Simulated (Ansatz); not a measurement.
# Al (Fm-3m) in Ansatz: convergence with cutoff

Aim: find how far cutoff must go before the results for Al settle, at PBE. This setting moves, with any that are tied to it; all else stays.

All numbers are computed with Ansatz 0.2.0; they aren't measurements. Logs are shortened: lines on timing, memory, paths and dates and some standing lists are left out, and cuts for length are marked.

## Step 1: Starting point

It takes space group Fm-3m (No. 225, cubic). The conventional cell has a = 4.050 Å, b = 4.050 Å, c = 4.050 Å, α = 90.00°, β = 90.00°, γ = 90.00°. Al (site symmetry m-3m) is surrounded by 12 Al at 2.86 Å.

## Step 2: With cutoff 80 eV

Contents of input.yaml:

```yaml
crystal:
  lattice:
    - [0.0, 2.024805, 2.024805]
    - [2.024805, 0.0, 2.024805]
    - [2.024805, 2.024805, 0.0]
  atoms:
    - { symbol: Al, position: [0.0, 0.0, 0.0] }
kpoints:
  mp_grid: { grid: [11, 11, 11] }
scf:
  occupations: { method: fermi_dirac, width: 0.05 }
hamiltonian:
  xc: pbe
  pseudopotentials: { kind: all_electron, lapw: { basis_error: 0.001 } }
output:
  forces: true
  stress: true
  eigenvalues: true
basis:
  ecutwfc: 80
```

Potentials or basis: all-electron LAPW, scalar-relativistic.

Launch:

```
> ansatz run input.yaml --threads 1 --pin off --max-ram 3072MiB --backend cpu --events-out ev --progress --plain --runs-dir out
```

Log:

```text
Warning: RAYON_NUM_THREADS=1 ignored (pool sized by the plan → 1); use --threads N
LAPW: plane waves up to 4.582 Å⁻¹, error target 1.0e-3 eV per atom; small_component_spin mean_spin; the cutoff is typed (target and bands ask for 130.2 eV, largest radius times wave number 6.6, largest estimated error of a free atom 6.7e-3 eV); Al in spheres of 1.432 Å, 11 of its electrons in bands, Dirac shells [] (how accurate: hamiltonian.pseudopotentials.lapw.basis_error, Limitations)
Engine: ansatz 0.2.0, aarch64-unknown-linux-gnu
Pseudopotentials: kind: all_electron
Pseudopotential: Al, LAPW, valence charge 11, lapw/all_electron/scalar/gaussian/Al, Koelling and Harmon's equation, gaussian nucleus
Functional definition: PBE
  parameter kappa = 0.804
  parameter beta = 0.06672455060314922
  exchange = pbe_x(kappa = kappa, mu = beta*pi^2/3)
  correlation = pbe_c(beta = beta)
Crystal: 1 atoms, lattice volume = 16.603 Å³
Basis set: ecut = 79.99999999999999 eV, 27 PW (Γ), exchange–correlation at level 2
Bands: 10, of which v1, the nominal top of the filled ones, is band 6 counted from 1 (5 counted from 0)
Symmetry: 48 space group operations
Space group: Fm-3m (ITA 225), of the structure as read, at distance tolerance 2.6e-5 Å
k-points: 56 of 1331
Non-local potential: Al, projectors of the file, none
Initial density: superposition of atomic densities (chi_scale 0.1, normalization cell)
Initial wavefunctions: plane waves of lowest kinetic energy (no species holds an atomic orbital)
Functional: x = pbe(κ = 0.804, μ = 0.2195149727645171), c = pbe(β = 0.06672455060314922)
iter 1 solved again at ethr=9.90e-5 eV; its pass at ethr=1.00e-1 eV (dr2=1.09e-2 eV) is discarded
SCF iter   1: F=—  HF=-6607.553531 eV  |F-HF|=—  |Δ(HF+E_count)|=         —  Δρ=1.05e-2  dr2=1.09e-2  ethr=9.90e-5  ⟨swp⟩=2.8  Hψ=4090  notcnv=0
preconditioner: auto → none  [metal: Δε(μ)=0.044 eV  Ē_g=13.207 eV  σ=0.050 eV  W_gap=0.21  n_scr=0 (ndim 8)  ℏωp=15.8 eV  f_vac=0.000  D(μ)=0.54/eV (n_scr^D=0)]
SCF iter   2: F=—  HF=-6607.533540 eV  |F-HF|=—  |Δ(HF+E_count)|=   2.00e-2  Δρ=5.04e-3  dr2=2.54e-3  ethr=9.90e-5  ⟨swp⟩=2.0  Hψ=1551  notcnv=0
iter 3 solved again at ethr=9.87e-8 eV; its pass at ethr=2.31e-5 eV (dr2=1.09e-5 eV) is discarded
SCF iter   3: F=—  HF=-6607.529067 eV  |F-HF|=—  |Δ(HF+E_count)|=   4.47e-3  Δρ=2.88e-4  dr2=1.09e-5  ethr=9.87e-8  ⟨swp⟩=2.0  Hψ=2633  notcnv=0
SCF iter   4: F=—  HF=-6607.529048 eV  |F-HF|=—  |Δ(HF+E_count)|=   1.92e-5  Δρ=7.27e-5  dr2=8.92e-7  ethr=9.87e-8  ⟨swp⟩=2.0  Hψ=1539  notcnv=0
SCF iter   5: F=-6607.529048 eV  HF=-6607.529048 eV  |F-HF|=6.84e-10  |Δ(HF+E_count)|=   3.36e-8  Δρ=2.61e-6  dr2=8.31e-10  ethr=8.11e-9  ⟨swp⟩=2.0  Hψ=1539  notcnv=0
SCF 1 converged in 5 iterations: F = -6607.529048 eV  dr2 = 8.31e-10
the basis misses lapw.basis_error, or isn't shown to meet it; the report's basis errors tell why
SCF converged after 5 iterations
Free energy (F): -6607.529048 eV
Harris-Foulkes:  -6607.529048 eV  (|F-HF|=6.84e-10)
Internal energy: -6607.525028 eV  (E = F + TS)
E sigma→0 (E₀):  -6607.527038 eV
Entropy (-TS):   -0.004020 eV (-4.020 meV/atom)
Fermi energy:    9.757732 eV
--- Per-component energies (eV) ---
  E_band       = -502.358098
  E_kinetic    = 6620.931943
  E_xc         = -507.141530
  E_electrostatic = -12721.315441  (all electrons and nuclei)
  E_smearing   = -0.004020  (= −TS)
  E_closure    = 0.000000  (closes the sum)
  E_atoms      = -6603.782923  (free atoms, spherical and without spin; not in F)
  Σ components = -6607.529048   (vs F -6607.529048, Δ=0.00e0)
  Basis errors (estimates in eV, not in F): energy 4.2e-3 per atom: plane waves 4.2e-3 (3.1e-3 summed), levels above the bands 3.8e-124, relativity 7.0e-9, radial functions 2.7e-5, core shells 1.7e-16; eigenvalues (radial functions only) 5.7e-5; not estimated: angular momenta, meshes, grids; target (lapw.basis_error) 1.0e-3, missed at the typed basis.ecutwfc; muffin-tin radii Al 1.432 Å
--- Forces (eV/Å), atoms counted from 1 ---
  atom   1  Al     0.00000000     0.00000000    -0.00000000
  max |Σ_I F_I| component: 3.49e-32 eV/Å
--- Stress (GPa, compression-positive) ---
       -0.344130      -0.000000      -0.000000
       -0.000000      -0.344130      -0.000000
       -0.000000      -0.000000      -0.344130
  P = ⅓ Tr σ = -0.3441 GPa (-3.441 kbar)
--- Band table (eV; the first three rows and the last of 56) ---
  k-point 0: bands = ["-93.7003", "-55.1527", "-55.1527", "-55.1527", "-1.3470", "22.3256", "22.3256", "22.3256", "23.7769", "23.7769"]
  k-point 1: bands = ["-93.7000", "-55.1540", "-55.1528", "-55.1528", "-1.1231", "19.4120", "21.6827", "21.6827", "24.4597", "24.7667"]
  k-point 2: bands = ["-93.6995", "-55.1587", "-55.1535", "-55.1535", "-0.4538", "15.7720", "20.9497", "20.9497", "24.2274", "25.5857"]
  k-point 55: bands = ["-93.6967", "-55.1678", "-55.1666", "-55.1608", "8.3619", "8.6162", "10.0202", "11.8963", "23.6250", "26.4565"]
```

Wall time 1.4 s (1 thread of Arm Neoverse V1, shared host); peak memory 0.19 GiB.

Results:

```yaml
Free_energy: -6607.5290 eV
Pressure: -0.3 GPa
Band_gap_on_the_k_mesh: none (metal or under the smearing width)
```

## Step 3: With cutoff 110 eV

Changes to input.yaml since step 2:

```diff
@@ -19,2 +19,2 @@
 basis:
-  ecutwfc: 80
+  ecutwfc: 110
```

Potentials or basis: all-electron LAPW, scalar-relativistic.

Launch:

```
> ansatz run input.yaml --threads 1 --pin off --max-ram 3072MiB --backend cpu --events-out ev --progress --plain --runs-dir out
```

It took 1.5 s on 1 thread of Arm Neoverse V1, shared host; peak memory 0.19 GiB.

What came out:

| Item | Value |
| --- | --- |
| Free energy | -6607.5327 eV |
| Pressure | -0.4 GPa |
| Band gap on the k mesh | none (metal or under the smearing width) |

## Step 4: With cutoff 140 eV

Changes to input.yaml since step 3:

```diff
@@ -19,2 +19,2 @@
 basis:
-  ecutwfc: 110
+  ecutwfc: 140
```

Launch:

```
> ansatz run input.yaml --threads 1 --pin off --max-ram 3072MiB --backend cpu --events-out ev --progress --plain --runs-dir out
```

It took 1.6 s on 1 thread of Arm Neoverse V1, shared host; peak memory 0.19 GiB.

Results:

```yaml
Free_energy: -6607.5333 eV
Pressure: -0.4 GPa
Band_gap_on_the_k_mesh: none (metal or under the smearing width)
```

## Step 5: With cutoff 180 eV

Changes to input.yaml since step 4:

```diff
@@ -19,2 +19,2 @@
 basis:
-  ecutwfc: 140
+  ecutwfc: 180
```

Launch:

```
> ansatz run input.yaml --threads 1 --pin off --max-ram 3072MiB --backend cpu --events-out ev --progress --plain --runs-dir out
```

Run time: 1.8 s. Hardware: 1 thread of Arm Neoverse V1, shared host; peak memory 0.2 GiB.

What came out:

```yaml
Free_energy: -6607.5334 eV
Pressure: -0.4 GPa
Band_gap_on_the_k_mesh: none (metal or under the smearing width)
```

## Step 6: With cutoff 230 eV

Changes to input.yaml since step 5:

```diff
@@ -19,2 +19,2 @@
 basis:
-  ecutwfc: 180
+  ecutwfc: 230
```

Potentials or basis: all-electron LAPW, scalar-relativistic.

Launch:

```
> ansatz run input.yaml --threads 1 --pin off --max-ram 3072MiB --backend cpu --events-out ev --progress --plain --runs-dir out
```

Run time: 2.4 s. Hardware: 1 thread of Arm Neoverse V1, shared host; peak memory 0.21 GiB.

What came out:

| Property | Result |
| --- | --- |
| Free energy | -6607.5334 eV |
| Pressure | -0.4 GPa |
| Band gap on the k mesh | none (metal or under the smearing width) |

## Step 7: With cutoff 290 eV

Changes to input.yaml since step 6:

```diff
@@ -19,2 +19,2 @@
 basis:
-  ecutwfc: 230
+  ecutwfc: 290
```

Launch:

```
> ansatz run input.yaml --threads 1 --pin off --max-ram 3072MiB --backend cpu --events-out ev --progress --plain --runs-dir out
```

Wall time 3.1 s (1 thread of Arm Neoverse V1, shared host); peak memory 0.23 GiB.

What came out:

- Free energy: -6607.5334 eV
- Pressure: -0.4 GPa
- Band gap on the k mesh: none (metal or under the smearing width)

## Step 8: With cutoff 360 eV

Changes to input.yaml since step 7:

```diff
@@ -19,2 +19,2 @@
 basis:
-  ecutwfc: 290
+  ecutwfc: 360
```

Launch:

```
> ansatz run input.yaml --threads 1 --pin off --max-ram 3072MiB --backend cpu --events-out ev --progress --plain --runs-dir out
```

Wall time 4 s (1 thread of Arm Neoverse V1, shared host); peak memory 0.25 GiB.

Results:

```
Free energy            : -6607.5334 eV
Pressure               : -0.4 GPa
Band gap on the k mesh : none (metal or under the smearing width)
```

## Step 9: With cutoff 450 eV

Changes to input.yaml since step 8:

```diff
@@ -19,2 +19,2 @@
 basis:
-  ecutwfc: 360
+  ecutwfc: 450
```

Potentials or basis: all-electron LAPW, scalar-relativistic.

Launch:

```
> ansatz run input.yaml --threads 1 --pin off --max-ram 3072MiB --backend cpu --events-out ev --progress --plain --runs-dir out
```

It took 5.9 s on 1 thread of Arm Neoverse V1, shared host; peak memory 0.29 GiB.

The run converged. Its results:

```yaml
Free_energy: -6607.5334 eV
Pressure: -0.4 GPa
Band_gap_on_the_k_mesh: none (metal or under the smearing width)
```

## Step 10: With cutoff 560 eV

Changes to input.yaml since step 9:

```diff
@@ -19,2 +19,2 @@
 basis:
-  ecutwfc: 450
+  ecutwfc: 560
```

Launch:

```
> ansatz run input.yaml --threads 1 --pin off --max-ram 3072MiB --backend cpu --events-out ev --progress --plain --runs-dir out
```

Run time: 8.2 s. Hardware: 1 thread of Arm Neoverse V1, shared host; peak memory 0.37 GiB.

Results (log left out):

| Item | Value |
| --- | --- |
| Free energy | -6607.5334 eV |
| Pressure | -0.4 GPa |
| Band gap on the k mesh | none (metal or under the smearing width) |

## Step 11: Summary

| cutoff | energy less the tightest run, at zero smearing (meV/atom) | pressure (GPa) | SCF cycles | CPU time (s) | peak memory (GiB) |
| --- | --- | --- | --- | --- | --- |
| 80 eV | 4.37 | -0.34 | 5 | 1.4 | 0.19 |
| 110 eV | 0.74 | -0.42 | 5 | 1.5 | 0.19 |
| 140 eV | 0.14 | -0.43 | 5 | 1.6 | 0.19 |
| 180 eV | -0.01 | -0.43 | 5 | 1.8 | 0.2 |
| 230 eV | 0.00 | -0.43 | 5 | 2.4 | 0.21 |
| 290 eV | 0.00 | -0.43 | 5 | 3.1 | 0.23 |
| 360 eV | 0.00 | -0.43 | 5 | 4 | 0.25 |
| 450 eV | 0.00 | -0.43 | 5 | 5.9 | 0.29 |
| 560 eV | 0.00 | -0.43 | 5 | 8.2 | 0.37 |

Against the tightest run, the energy stays within 1 meV/atom from 110 eV on; the pressure stays within 0.1 GPa from 80 eV on. The tightest run that finished is the yardstick and may itself not be fully converged.
